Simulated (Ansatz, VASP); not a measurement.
## Two plane-wave programs on As

```
As
1.0
     3.53884    0.00000    0.00000
    -1.76942    3.06473    0.00000
     0.00000    0.00000   22.28000
As
2
Cartesian
  0.0000 2.0432 13.2550
  0.0000 0.0000 14.6275
```

Alike in both runs: task single point; functional LDA; k mesh 12 × 12 × 1; occupations gaussian, width 0.04 eV; no spin polarisation.

```csv
,VASP,Ansatz
version,VASP 6.6.1,Ansatz 0.2.0
potentials or method,"VASP PAW LDA potentials, release 64 (As)","scalar-relativistic, plane waves, PAW"
plane-wave cutoff (eV),520,420
valence electrons in the cell,10,30
```

Ansatz gave:

- gap on the k mesh at the Fermi level (eV): 1.51
- least direct gap on the mesh (eV): 2.04
- rms of the force components (eV/Å): 0.016

Task: What did VASP give for the same quantities?

Result: gap on the k mesh at the Fermi level (eV): 1.52; least direct gap on the mesh (eV): 2.05; rms of the force components (eV/Å): 0.089.

Atom by atom the forces differ by 0.072 eV/Å (rms over components). The two sets of potentials don't hold the same shells in valence.

Expect the measured gap to be larger: semilocal functionals such as LDA lack the derivative discontinuity.
